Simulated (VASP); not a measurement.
# Na in VASP: further runs

The runs below take Na through work function, with PBE.

Everything below comes from runs of VASP 6.6.1. Logs are shortened: lines on timing, memory, paths and dates and some standing lists are left out, and cuts for length are marked.

**1. The structure**

The cell holds a slab with vacuum, 3 atoms: a = 3.767 Å, b = 3.767 Å, c = 21.154 Å, α = 90.00°, β = 90.00°, γ = 120.00°.

The slab is cut from a database's or a generator's crystal, which needn't be the stable form of the element.

**2. Work function, PBE**

Input file INCAR:

```
SYSTEM = Na
  PREC = Accurate
  ENCUT = 520
  EDIFF = 1E-7
  ISMEAR = -1
  SIGMA = 0.05
  LREAL = .FALSE.
  LASPH = .TRUE.
  NELM = 100
  ALGO = Normal
  ISIF = 2
  LWAVE = .FALSE.
  LCHARG = .FALSE.
  LDIPOL = .TRUE.
  IDIPOL = 3
  DIPOL = 0.5 0.5 0.500
  GGA = PE
  EFIELD = 0.1
  LVHAR = .TRUE.
  LVACPOTAV = .TRUE.
```

Input file KPOINTS:

```
Automatic mesh
0
G
  8 8 1
  0 0 0
```

Input file POSCAR:

```
Na
1.0
    3.7670009976      0.0000000000      0.0000000000
   -1.8835004988      3.2623185600      0.0000000000
    0.0000000000      0.0000000000     21.1540000000
Na
3
Direct
    0.3333333333      0.6666666666      0.3545428761
    0.6666666667      0.3333333334      0.5000000000
    0.3333333333      0.6666666666      0.6454571239
```

Potentials or basis: VASP PAW PBE potentials, release 64 (Na_pv).

The run is started by

```
$ cat potpaw_PBE.64/Na_pv/POTCAR > POTCAR
$ mpirun -np 1 vasp_std > vasp.out
```

OUTCAR:

```text
SYSTEM = Na
   PREC = Accurate
   ENCUT = 520
   EDIFF = 1E-7
   ISMEAR = -1
   LREAL = .FALSE.
   LASPH = .TRUE.
   NELM = 100
   ISIF = 2
   GGA = PE

 ion  position               nearest neighbor table
   1  0.333  0.667  0.355-
   2  0.667  0.333  0.500-
   3  0.333  0.667  0.645-

  LATTYP: Found a hexagonal cell.
 ALAT       =     3.7670009976
 C/A-ratio  =     5.6156077510

  Lattice vectors:

 A1 = (   3.7670009976,   0.0000000000,   0.0000000000)
 A2 = (  -1.8835004988,   3.2623185600,   0.0000000000)
 A3 = (   0.0000000000,   0.0000000000,  21.1540000000)

Analysis of symmetry for initial positions (statically):
=====================================================================
 Subroutine PRICEL returns:
 Original cell was already a primitive cell.

 Routine SETGRP: Setting up the symmetry group for a
 hexagonal supercell.

 Subroutine GETGRP returns: Found 12 space group operations
 (whereof 12 operations were pure point group operations)
 out of a pool of 24 trial point group operations.

The static configuration has the point symmetry D_3h.

Analysis of symmetry for dynamics (positions and initial velocities):
=====================================================================
 An external electric field (EFIELD) may reduce the allowed symmetry operations
 Subroutine PRICEL returns:
 Original cell was already a primitive cell.

 Routine SETGRP: Setting up the symmetry group for a
 hexagonal supercell.

 Subroutine GETGRP returns: Found  6 space group operations
 (whereof  6 operations were pure point group operations)
 out of a pool of 24 trial point group operations.

The dynamic configuration has the point symmetry C_3v.

 Subroutine INISYM returns: Found  6 space group operations
 (whereof  6 operations are pure point group operations),
 and found     1 'primitive' translations

----------------------------------------------------------------------------------------

                                     Primitive cell

  volume of cell :     259.9648

  direct lattice vectors                    reciprocal lattice vectors
     3.767000998  0.000000000  0.000000000     0.265463163  0.153265229  0.000000000
    -1.883500499  3.262318560  0.000000000     0.000000000  0.306530457  0.000000000
     0.000000000  0.000000000 21.154000000     0.000000000  0.000000000  0.047272383

  length of vectors
     3.767000998  3.767000998 21.154000000     0.306530457  0.306530457  0.047272383

  position of ions in fractional coordinates (direct lattice)
     0.333333333  0.666666667  0.354542876
     0.666666667  0.333333333  0.500000000
     0.333333333  0.666666667  0.645457124

  ion indices of the primitive-cell ions
   primitive index   ion index
                 1           1
                 2           2
                 3           3

----------------------------------------------------------------------------------------

 KPOINTS: Automatic mesh

Automatic generation of k-mesh.
 Grid dimensions read from file:
 generate k-points for:    8    8    1

 Generating k-lattice:

  Cartesian coordinates                     Fractional coordinates (reciprocal lattice)
     0.033182895  0.019158154  0.000000000     0.125000000  0.000000000  0.000000000
     0.000000000  0.038316307  0.000000000     0.000000000  0.125000000  0.000000000
     0.000000000  0.000000000  0.047272383     0.000000000  0.000000000  1.000000000

  Length of vectors
     0.038316307  0.038316307  0.047272383

  Shift w.r.t. Gamma in fractional coordinates (k-lattice)
     0.000000000  0.000000000  0.000000000

 Subroutine IBZKPT returns following result:
 ===========================================

 Found     10 irreducible k-points:

 Following reciprocal coordinates:
            Coordinates               Weight
  0.000000  0.000000  0.000000      1.000000
  0.125000  0.000000  0.000000      6.000000
  0.250000  0.000000  0.000000      6.000000
  0.375000  0.000000  0.000000      6.000000
  0.500000  0.000000  0.000000      3.000000
  0.125000  0.125000  0.000000      6.000000
  0.250000  0.125000  0.000000     12.000000
  0.375000  0.125000  0.000000     12.000000
  0.250000  0.250000  0.000000      6.000000
  0.375000  0.250000  0.000000      6.000000
   k-points           NKPTS =     10   k-points in BZ     NKDIM =     10   number of bands    NBANDS=     14
   number of dos      NEDOS =    301   number of ions     NIONS =      3
   total plane-waves  NPLWV = 125440
[... 12 lines left out ...]
   LASPH  =      T    aspherical Exc in radial PAW
   ENCUT  =  520.0 eV  38.22 Ry    6.18 a.u.   7.00  7.00 39.33*2*pi/ulx,y,z
   NELM   =    100;   NELMIN=  2; NELMDL= -5     # of ELM steps
   EDIFF  = 0.1E-06   stopping-criterion for ELM
   LREAL  =      F    real-space projection
   EDIFFG = 0.1E-05   stopping-criterion for IOM
   NSW    =      0    number of steps for IOM
   IBRION =     -1    ionic relax: 0-MD 1-quasi-New 2-CG
[... 8 lines left out ...]
   EMIN   =  10.00;   EMAX   =-10.00  energy-range for DOS
   EFERMI =   0.00;   METHOD = LEGACY
   ISMEAR =    -1;   SIGMA  =   0.05  broadening in eV -4-tet -1-fermi 0-gaus
   EFERMI_NEDOS =   21; number of points for ismear=-14 and -15
   IALGO  =     38    algorithm
   IMIX   =      4    mixing-type and parameters
     AMIX     =   0.40;   BMIX     =  1.00
     AMIX_MAG =   1.60;   BMIX_MAG =  1.00
  volume/ion in A,a.u.               =      86.65       584.78
  Fermi-wavevector in a.u.,A,eV,Ry     =   0.707690  1.337340  6.814140  0.500825
[... 9 lines left out ...]
  energy-cutoff  :      520.00
  volume of cell :      259.96
 maximum number of plane-waves:      7049
 NGX is ok and might be reduce to    28
   NGX = 13   NGY = 13   NGZ = 79

 number of electron      21.0000014 magnetization

 dipolmoment           0.000000      0.000000      0.072874 electrons x Angstroem

 Free energy of the ion-electron system (eV)
  ---------------------------------------------------
  ext. energy  EPLUGINS =         0.00000000
  ---------------------------------------------------
  free energy    TOTEN  =        -3.61156771 eV

  energy without entropy =       -3.58581152  energy(sigma->0) =       -3.59868961

 E-fermi :  -1.5034     XC(G=0):  -3.5006

 val. band max:       -1.5076780907   @ k =   0.3750   0.1250   0.0000
 cond. band min:      -1.3222203235   @ k =   0.2500   0.0000   0.0000
 fundamental gap:      0.1854577672
 Fermi energy:        -1.5033879528

 k-point     1 :       0.0000    0.0000    0.0000
  band No.  band energies     occupation
      1     -26.5513      2.00000
      2     -26.5404      2.00000
      3     -26.5219      2.00000
      4     -26.5219      2.00000
      5     -26.5112      2.00000
      6     -26.5112      2.00000
      7     -26.3710      2.00000
      8     -26.3626      2.00000
      9     -26.3625      2.00000
     10      -4.3845      2.00000
     11      -3.5506      2.00000
     12      -2.2045      2.00000
     13      -0.8109      0.00000
     14       0.5635      0.00000

 k-point     2 :       0.1250    0.0000    0.0000
  band No.  band energies     occupation
      1     -26.5508      2.00000
      2     -26.5399      2.00000
      3     -26.5255      2.00000
      4     -26.5227      2.00000
      5     -26.5148      2.00000
      6     -26.5121      2.00000
      7     -26.3705      2.00000
      8     -26.3661      2.00000
      9     -26.3634      2.00000
     10      -4.1574      2.00000
     11      -3.3256      2.00000
     12      -1.9823      1.99986
     13      -0.6008      0.00000
     14       0.7821      0.00000

 k-point     3 :       0.2500    0.0000    0.0000
  band No.  band energies     occupation
      1     -26.5495      2.00000
      2     -26.5386      2.00000
      3     -26.5342      2.00000
      4     -26.5248      2.00000
      5     -26.5236      2.00000
      6     -26.5142      2.00000
      7     -26.3748      2.00000
      8     -26.3695      2.00000
      9     -26.3655      2.00000
     10      -3.4819      2.00000
     11      -2.6567      2.00000
     12      -1.3222      0.05200
     13       0.0301      0.00000
     14       1.4253      0.00000

 k-point     4 :       0.3750    0.0000    0.0000
  band No.  band energies     occupation
      1     -26.5483      2.00000
      2     -26.5429      2.00000
      3     -26.5374      2.00000
      4     -26.5322      2.00000
      5     -26.5270      2.00000
      6     -26.5163      2.00000
      7     -26.3834      2.00000
      8     -26.3685      2.00000
      9     -26.3677      2.00000
     10      -2.3751      2.00000
     11      -1.5620      1.52714
     12      -0.2604      0.00000
     13       1.0747      0.00000
     14       1.1023      0.00000

 k-point     5 :       0.5000    0.0000    0.0000
  band No.  band energies     occupation
      1     -26.5478      2.00000
      2     -26.5464      2.00000
      3     -26.5369      2.00000
      4     -26.5358      2.00000
      5     -26.5278      2.00000
      6     -26.5172      2.00000
      7     -26.3869      2.00000
      8     -26.3685      2.00000
      9     -26.3681      2.00000
     10      -0.9340      0.00002
     11      -0.7992      0.00000
     12      -0.2706      0.00000
     13       0.2066      0.00000
     14       1.2100      0.00000

 k-point     6 :       0.1250    0.1250    0.0000
  band No.  band energies     occupation
      1     -26.5499      2.00000
      2     -26.5390      2.00000
      3     -26.5312      2.00000
      4     -26.5246      2.00000
      5     -26.5206      2.00000
      6     -26.5140      2.00000
      7     -26.3719      2.00000
      8     -26.3698      2.00000
      9     -26.3653      2.00000
     10      -3.7061      2.00000
     11      -2.8787      2.00000
     12      -1.5411      1.36011
     13      -0.1803      0.00000
     14       1.2149      0.00000

 k-point     7 :       0.2500    0.1250    0.0000
  band No.  band energies     occupation
      1     -26.5487      2.00000
      2     -26.5390      2.00000
      3     -26.5378      2.00000
      4     -26.5284      2.00000
      5     -26.5276      2.00000
      6     -26.5170      2.00000
      7     -26.3796      2.00000
      8     -26.3688      2.00000
      9     -26.3683      2.00000
     10      -2.8150      2.00000
     11      -1.9965      1.99990
     12      -0.6739      0.00000
     13       0.6620      0.00000
     14       1.9637      0.00000

 k-point     8 :       0.3750    0.1250    0.0000
  band No.  band energies     occupation
      1     -26.5478      2.00000
      2     -26.5445      2.00000
      3     -26.5369      2.00000
      4     -26.5339      2.00000
      5     -26.5298      2.00000
      6     -26.5192      2.00000
      7     -26.3850      2.00000
      8     -26.3705      2.00000
      9     -26.3681      2.00000
     10      -1.5077      1.04288
     11      -0.7125      0.00000
     12       0.1145      0.00000
     13       0.7423      0.00000
     14       1.0545      0.00000

 k-point     9 :       0.2500    0.2500    0.0000
  band No.  band energies     occupation
      1     -26.5478      2.00000
      2     -26.5418      2.00000
      3     -26.5369      2.00000
      4     -26.5325      2.00000
      5     -26.5312      2.00000
      6     -26.5219      2.00000
      7     -26.3824      2.00000
      8     -26.3731      2.00000
      9     -26.3681      2.00000
     10      -1.7225      1.97531
     11      -0.9187      0.00002
     12       0.3514      0.00000
     13       1.5668      0.00000
     14       1.7137      0.00000

 k-point    10 :       0.3750    0.2500    0.0000
  band No.  band energies     occupation
      1     -26.5475      2.00000
      2     -26.5420      2.00000
      3     -26.5366      2.00000
      4     -26.5354      2.00000
      5     -26.5314      2.00000
      6     -26.5248      2.00000
      7     -26.3826      2.00000
      8     -26.3761      2.00000
      9     -26.3678      2.00000
     10      -0.3130      0.00000
     11      -0.1618      0.00000
     12       0.3383      0.00000
     13       0.7977      0.00000
     14       1.2847      0.00000

------------------------ aborting loop because EDIFF is reached ----------------------------------------

  FORCE on cell =-STRESS in cart. coord.  units (eV):
  Direction    XX          YY          ZZ          XY          YZ          ZX
  --------------------------------------------------------------------------------------
  -------------------------------------------------------------------------------------
  Total       -0.1657042     -0.1657042     -0.2593383     -0.0000000      0.0000000     -0.0000000
  in kB       -1.0212438     -1.0212438     -1.5983160     -0.0000000      0.0000000     -0.0000000
  external PRESSURE =      -1.2136012 kB  Pullay stress =       0.0000000 kB

 VOLUME and BASIS-vectors are now :
[... 8 lines left out ...]
 POSITION                                       TOTAL-FORCE (eV/Angst)
 -----------------------------------------------------------------------------------
     -0.00000      2.17488      7.50000         0.000000      0.000000      0.040986
      1.88350      1.08744     10.57700        -0.000000      0.000000     -0.001587
     -0.00000      2.17488     13.65400        -0.000000      0.000000     -0.039399
 -----------------------------------------------------------------------------------
    total drift:                                0.000000     -0.000000      0.000034

  FREE ENERGIE OF THE ION-ELECTRON SYSTEM (eV)
  ---------------------------------------------------
  free  energy   TOTEN  =        -3.6115677091 eV

  energy  without entropy=       -3.5858115187  energy(sigma->0) =       -3.59868961
```

Run time: 23 s. Hardware: 1 thread of Intel Xeon 6975P-C (Granite Rapids), shared host; peak memory 0.34 GiB.

What came out:

* Free energy: -3.6116 eV
* Largest force: 0.041 eV/Å
* Band gap on the k mesh: none (metal or under the smearing width)

Forces on the atoms (eV/Å):
```
Na   0.000  0.000  0.041
Na   0.000  0.000 -0.002
Na   0.000  0.000 -0.039
```

**3. Work function, PBE**

Edit INCAR of step 2 so:

```diff
@@ -17,3 +17,3 @@
   GGA = PE
-  EFIELD = 0.1
+  EFIELD = 0.3
   LVHAR = .TRUE.
```

KPOINTS is that of step 2.

POSCAR is that of step 2.

Potentials or basis: VASP PAW PBE potentials, release 64 (Na_pv).

The run is started by

```
$ cat potpaw_PBE.64/Na_pv/POTCAR > POTCAR
$ mpirun -np 1 vasp_std > vasp.out
```

OUTCAR:

```text
SYSTEM = Na
   PREC = Accurate
   ENCUT = 520
   EDIFF = 1E-7
   ISMEAR = -1
   LREAL = .FALSE.
   LASPH = .TRUE.
   NELM = 100
   ISIF = 2
   GGA = PE

 ion  position               nearest neighbor table
   1  0.333  0.667  0.355-
   2  0.667  0.333  0.500-
   3  0.333  0.667  0.645-

  LATTYP: Found a hexagonal cell.
 ALAT       =     3.7670009976
 C/A-ratio  =     5.6156077510

  Lattice vectors:

 A1 = (   3.7670009976,   0.0000000000,   0.0000000000)
 A2 = (  -1.8835004988,   3.2623185600,   0.0000000000)
 A3 = (   0.0000000000,   0.0000000000,  21.1540000000)

Analysis of symmetry for initial positions (statically):
=====================================================================
 Subroutine PRICEL returns:
 Original cell was already a primitive cell.

 Routine SETGRP: Setting up the symmetry group for a
 hexagonal supercell.

 Subroutine GETGRP returns: Found 12 space group operations
 (whereof 12 operations were pure point group operations)
 out of a pool of 24 trial point group operations.

The static configuration has the point symmetry D_3h.

Analysis of symmetry for dynamics (positions and initial velocities):
[... 149 lines left out ...]

 E-fermi :  -1.5204     XC(G=0):  -3.5086

 val. band max:       -1.5245707499   @ k =   0.3750   0.1250   0.0000
 cond. band min:      -1.3402001251   @ k =   0.2500   0.0000   0.0000
 fundamental gap:      0.1843706248
 Fermi energy:        -1.5204299053

 k-point     1 :       0.0000    0.0000    0.0000
  band No.  band energies     occupation
      1     -26.5802      2.00000
      2     -26.5508      2.00000
      3     -26.5508      2.00000
      4     -26.5478      2.00000
      5     -26.5193      2.00000
      6     -26.5193      2.00000
      7     -26.3879      2.00000
      8     -26.3795      2.00000
      9     -26.3795      2.00000
     10      -4.4013      2.00000
     11      -3.5668      2.00000
     12      -2.2224      2.00000
     13      -0.8430      0.00000
     14       0.3453      0.00000
[... 139 lines left out ...]
      1     -26.5764      2.00000
      2     -26.5710      2.00000
      3     -26.5644      2.00000
      4     -26.5440      2.00000
      5     -26.5394      2.00000
      6     -26.5329      2.00000
      7     -26.3995      2.00000
      8     -26.3930      2.00000
      9     -26.3847      2.00000
     10      -0.3299      0.00000
     11      -0.1786      0.00000
     12       0.3222      0.00000
     13       0.7812      0.00000
     14       1.2681      0.00000

------------------------ aborting loop because EDIFF is reached ----------------------------------------

  FORCE on cell =-STRESS in cart. coord.  units (eV):
  Direction    XX          YY          ZZ          XY          YZ          ZX
  --------------------------------------------------------------------------------------
  -------------------------------------------------------------------------------------
  Total       -0.1514057     -0.1514057     -0.2869276     -0.0000000     -0.0000000      0.0000000
  in kB       -0.9331218     -0.9331218     -1.7683502     -0.0000000     -0.0000000      0.0000000
  external PRESSURE =      -1.2115313 kB  Pullay stress =       0.0000000 kB

 VOLUME and BASIS-vectors are now :
[... 8 lines left out ...]
 POSITION                                       TOTAL-FORCE (eV/Angst)
 -----------------------------------------------------------------------------------
     -0.00000      2.17488      7.50000        -0.000000      0.000000      0.039912
      1.88350      1.08744     10.57700         0.000000     -0.000000     -0.004623
     -0.00000      2.17488     13.65400        -0.000000      0.000000     -0.035290
 -----------------------------------------------------------------------------------
    total drift:                                0.000000     -0.000000     -0.000105

  FREE ENERGIE OF THE ION-ELECTRON SYSTEM (eV)
  ---------------------------------------------------
  free  energy   TOTEN  =        -3.6407521122 eV

  energy  without entropy=       -3.6149732408  energy(sigma->0) =       -3.62786268
```

OSZICAR:

```text
N       E                     dE             d eps       ncg     rms          rms(c)
DAV:   1     0.129507304589E+03    0.12951E+03   -0.10374E+04   368   0.112E+03
DAV:   2     0.193534111597E+01   -0.12757E+03   -0.12662E+03   280   0.338E+02
DAV:   3    -0.419221130593E+01   -0.61276E+01   -0.61082E+01   352   0.950E+01
[... 15 lines left out ...]
DAV:  19    -0.364074863389E+01   -0.39826E-05   -0.27927E-06   292   0.474E-03    0.691E-04
DAV:  20    -0.364075146646E+01   -0.28326E-05   -0.93724E-07   212   0.221E-03    0.564E-04
DAV:  21    -0.364075179378E+01   -0.32732E-06   -0.27545E-07   224   0.164E-03    0.263E-04
DAV:  22    -0.364075209458E+01   -0.30080E-06   -0.14435E-07   218   0.928E-04    0.143E-04
DAV:  23    -0.364075211219E+01   -0.17615E-07   -0.32119E-08   200   0.753E-04
   1 F= -.36407521E+01 E0= -.36278627E+01  d E =-.257789E-01
```

Run time: 24 s. Hardware: 1 thread of Intel Xeon 6975P-C (Granite Rapids), shared host; peak memory 0.33 GiB.

What came out:

```
Free energy            : -3.6408 eV
Largest force          : 0.040 eV/Å
Band gap on the k mesh : none (metal or under the smearing width)
```

Forces on the atoms (eV/Å):
```
Na   0.000  0.000  0.040
Na   0.000  0.000 -0.005
Na   0.000  0.000 -0.035
```
